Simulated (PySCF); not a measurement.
Static response to an electric field

Species: acetic acid, C2H4O2.
Cartesian coordinates in Å at the GFN2-xTB level; atoms count from 1:
```xyz
8
C2H4O2 angstrom
C     -0.958   -0.058   -0.118
C      0.487    0.328    0.021
O      0.929    1.441   -0.049
O      1.265   -0.742    0.242
H     -1.283   -0.557    0.791
H     -1.560    0.827   -0.297
H     -1.063   -0.756   -0.945
H      2.193   -0.474    0.329
```

Level: wB97X-D/def2-SVPD (PySCF), static field, nuclei fixed, core orbitals frozen in the response. The polarisability tensor in these axes (au):

```
x   37.02  1.00  1.28
y    1.00 36.23 -1.03
z    1.28 -1.03 26.36
```

Q: What are the eigenvalues, a third of the trace, and Δα (Δα² = ½Σ(αi − αj)² over the three pairs)?

A: Principal values 26.08, 35.81 and 37.72 au; mean 33.20 au = 4.92 Å³ = 5.47 × 10⁻⁴⁰ C²·m²/J; Δα = 10.81 au (33 % of the mean).

Q: What is the dipole moment, and where does it point?

A: (-0.55, -1.81, 0.13) D, 1.90 D in size, pointing from the negative to the positive side. Measured along this direction, the outermost atoms are O3 at the negative end and H7 and H5 at the positive end.

Q: Estimate the molar refractivity from the static electronic polarisability.

A: Lorentz–Lorenz: R = (4π/3)N_A α = 2.5225 cm³/(mol·Å³) × 4.92 Å³ = 12.4 cm³/mol, in the limit of long wavelengths.

Q: Give the principal axes and the span of the nuclei along them.

A: Largest value along (0.84, 0.54, 0.05), where the nuclei span 2.96 Å; middle along (-0.52, 0.84, -0.16), 3.15 Å; least along (-0.13, 0.11, 0.99), 1.76 Å. The strongest response doesn't lie along the longest of the three spans.

Q: Form Σ f/ω² (atomic units) for the 8 lowest TDDFT singlets, given as eV and f, and set it beside the mean polarisability, which is this sum over all singlets: 5.95, 0.0004; 7.81, 0.0522; 8.66, 0.1133; 8.78, 0.0025; 9.15, 0.0885; 9.44, 0.0001; 9.79, 0.0024; 9.81, 0.0010.

A: They add up to 2.59 au, 7.8 % of the 33.20 au; the largest single term is 1.12 au, from the state at 8.66 eV. Terms in order: 0.01, 0.63, 1.12, 0.02, 0.78, 0.00, 0.02, 0.01 au. Higher excitations give the rest. The strengths listed sum to 0.260.

Q: Refractivity n − 1 of an ideal gas of it at 400 K and 1 atm, from the electronic α?

A: N = p/kT = 1.8347 × 10¹⁹ cm⁻³, so n − 1 = 2π × N × 4.92 × 10⁻²⁴ cm³ = 567 × 10⁻⁶ at long wavelengths, for an ideal gas.

The structure is a single GFN2-xTB conformer in the gas phase; no vibrational or solvent corrections.

The run behind these numbers computed excited states as well. On an Arm Neoverse V1 with one thread, on a shared host, this took 7.0 s wall.
